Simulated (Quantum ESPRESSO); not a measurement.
The system is TaN.

```
CELL_PARAMETERS angstrom
0.00000 2.21132 2.21132
2.21132 0.00000 2.21132
2.21132 2.21132 0.00000
ATOMIC_POSITIONS crystal
Ta 0.50000 0.50000 0.50000
N 0.00000 0.00000 0.00000
```

The cell comes from a database or a generator and needn't be the stable form of this composition.

A run of Quantum ESPRESSO 7.5 on this cell left the log below. Logs are shortened: lines on timing, memory, paths and dates and some standing lists are left out, and cuts for length are marked.

```text
This program is part of the open-source Quantum ESPRESSO suite
     for quantum simulation of materials; please cite
         "P. Giannozzi et al., J. Phys.:Condens. Matter 21 395502 (2009);
         "P. Giannozzi et al., J. Phys.:Condens. Matter 29 465901 (2017);
         "P. Giannozzi et al., J. Chem. Phys. 152 154105 (2020);
     in publications or presentations arising from this work. More details at

     Message from routine setup:
     using ibrav=0 with symmetry is DISCOURAGED, use correct ibrav instead

     K-points division:     npool     =       2
     Subspace diagonalization in iterative solution of the eigenvalue problem:
     a serial algorithm will be used

     G-vector sticks info
     --------------------
     sticks:   dense  smooth     PW     G-vecs:    dense   smooth      PW
     Sum        1237     613    199                28763    10081    1807

     Using Slab Decomposition

     bravais-lattice index     =            0
     lattice parameter (alat)  =       5.9097  a.u.
     unit-cell volume          =     145.9430 (a.u.)^3
     number of atoms/cell      =            2
     number of atomic types    =            2
     number of electrons       =        18.00
     number of Kohn-Sham states=           15
     kinetic-energy cutoff     =      64.0000  Ry
     charge density cutoff     =     515.0000  Ry
     scf convergence threshold =      4.0E-10
     mixing beta               =       0.5000
     number of iterations used =            8  plain     mixing
     energy convergence thresh.=      1.0E-05
     force convergence thresh. =      4.0E-04
     press convergence thresh. =      3.0E-01
     Exchange-correlation= SLA  PW   PSX  PSC
                           (   1   4  10   8   0   0   0)
     nstep                     =           40

     celldm(1)=   5.909708  celldm(2)=   0.000000  celldm(3)=   0.000000
     celldm(4)=   0.000000  celldm(5)=   0.000000  celldm(6)=   0.000000

     crystal axes: (cart. coord. in units of alat)
               a(1) = (   0.000000   0.707107   0.707107 )
               a(2) = (   0.707107   0.000000   0.707107 )
               a(3) = (   0.707107   0.707107   0.000000 )

     reciprocal axes: (cart. coord. in units 2 pi/alat)
               b(1) = ( -0.707107  0.707107  0.707107 )
               b(2) = (  0.707107 -0.707107  0.707107 )
[... 1964 lines left out ...]
     Using radial grid of  921 points,  7 beta functions with:
                l(1) =   0
                l(2) =   0
                l(3) =   1
                l(4) =   1
                l(5) =   2
                l(6) =   2
                l(7) =   3
     Q(r) pseudized with  6 coefficients,  rinner =    1.300   1.300   1.300
                                                       1.300   1.300   1.300
                                                       1.300

     PseudoPot. # 2 for N  read from file:
     n_pbesol_v1.2.uspp.F.UPF
     Pseudo is Ultrasoft + core correction, Zval =  5.0
     Generated by new atomic code, or converted to UPF format
     Using radial grid of  729 points,  4 beta functions with:
                l(1) =   0
                l(2) =   0
                l(3) =   1
                l(4) =   1
     Q(r) pseudized with  8 coefficients,  rinner =    0.900   0.900   0.900

     atomic species   valence    mass     pseudopotential
     Ta               13.00   180.94790     Ta( 1.00)
     N                 5.00    14.00700     N ( 1.00)

     48 Sym. Ops., with inversion, found

   Cartesian axes

     site n.     atom                  positions (alat units)
         1        Ta     tau(   1) = (   0.6830873   0.6830873   0.6830873  )
         2        N      tau(   2) = (  -0.0000000   0.0000000  -0.0000000  )

     number of k points=    47  Fermi-Dirac smearing, width (Ry)=  0.0037
                       cart. coord. in units 2pi/alat
        k(    1) = (   0.0000000   0.0000000   0.0000000), wk =   0.0020000
        k(    2) = (   0.0731971   0.0731971  -0.0731971), wk =   0.0160000
        k(    3) = (   0.1463942   0.1463942  -0.1463942), wk =   0.0160000
        k(    4) = (   0.2195912   0.2195912  -0.2195912), wk =   0.0160000
        k(    5) = (   0.2927883   0.2927883  -0.2927883), wk =   0.0160000
        k(    6) = (  -0.3659854  -0.3659854   0.3659854), wk =   0.0080000
[... 39 lines left out ...]
        k(   46) = (  -0.0731971  -0.3659854   0.6587737), wk =   0.0480000
        k(   47) = (  -0.7319708   0.2927883   0.0000000), wk =   0.0240000

     Dense  grid:    25893 G-vectors     FFT dimensions: (  45,  45,  45)

     Smooth grid:     9185 G-vectors     FFT dimensions: (  30,  30,  30)

     Initial potential from superposition of free atoms

     starting charge      17.9990, renormalised to      18.0000

     negative rho (up, down):  9.317E-02 0.000E+00
     Starting wfcs are   17 randomized atomic wfcs

     Self-consistent Calculation

     iteration #  1     ecut=    64.00 Ry     beta= 0.50
     Davidson diagonalization with overlap
     ethr =  1.00E-06,  avg # of iterations =  8.7
[... 202 lines left out ...]
   -45.6593 -12.6531 -12.2186 -11.9745   6.3275  14.4203  16.0146  16.9362
    23.1191  23.5234  25.5870  26.2740  30.2788  30.9404  37.1454

          k = 0.4392-0.0000-0.0000 (  1126 PWs)   bands (ev):

   -45.6499 -12.6222 -12.1735 -12.1735   5.7333  14.9435  18.4701  18.4701
    18.4867  25.0833  26.3888  26.3888  27.3031  32.8759  37.9003

          k = 0.5124 0.0732-0.0732 (  1131 PWs)   bands (ev):
[... 145 lines left out ...]
     negative rho (up, down):  9.877E-02 0.000E+00
          total   stress  (Ry/bohr**3)                   (kbar)     P=      300.03
   0.00203955   0.00000000  -0.00000000          300.03        0.00       -0.00
   0.00000000   0.00203955   0.00000000            0.00      300.03        0.00
  -0.00000000   0.00000000   0.00203955           -0.00        0.00      300.03

=------------------------------------------------------------------------------=
   JOB DONE.
=------------------------------------------------------------------------------=
```

Question: Write the input and the command behind it.

Answer: Relaxation of cell and atoms with PBEsol, no spin polarisation. The files as run (others can give the same):

pw.in
```
&CONTROL
  calculation = 'vc-relax'
  prefix = 'pwscf'
  outdir = './tmp'
  pseudo_dir = './pseudo'
  tprnfor = .true.
  tstress = .true.
  disk_io = 'low'
  nstep = 40
  forc_conv_thr = 0.0004
  etot_conv_thr = 1d-05
/
&SYSTEM
  ibrav = 0
  A = 3.12728298
  nat = 2
  ntyp = 2
  ecutwfc = 64
  ecutrho = 515
  nbnd = 15
  occupations = 'smearing'
  smearing = 'fd'
  degauss = 0.00367493
/
&ELECTRONS
  conv_thr = 4d-10
  electron_maxstep = 120
  mixing_beta = 0.5
/
&IONS
  ion_dynamics = 'bfgs'
/
&CELL
  cell_dynamics = 'bfgs'
  press = 300
  press_conv_thr = 0.3
/
ATOMIC_SPECIES
Ta   180.9479 ta_pbesol_v1.uspp.F.UPF
N     14.0070 n_pbesol_v1.2.uspp.F.UPF
CELL_PARAMETERS alat
   0.0000000000    0.7071067806    0.7071067806
   0.7071067806    0.0000000000    0.7071067806
   0.7071067806    0.7071067806    0.0000000000
ATOMIC_POSITIONS alat
Ta     0.7071067806    0.7071067806    0.7071067806
N      0.0000000000    0.0000000000    0.0000000000
K_POINTS automatic
10 10 10 0 0 0
```

Potentials or basis: GBRV 1.5 PBEsol.
Command:
```console
$ OMP_NUM_THREADS=1 mpirun -n 2 pw.x -nk 2 -in pw.in > pw.out
```
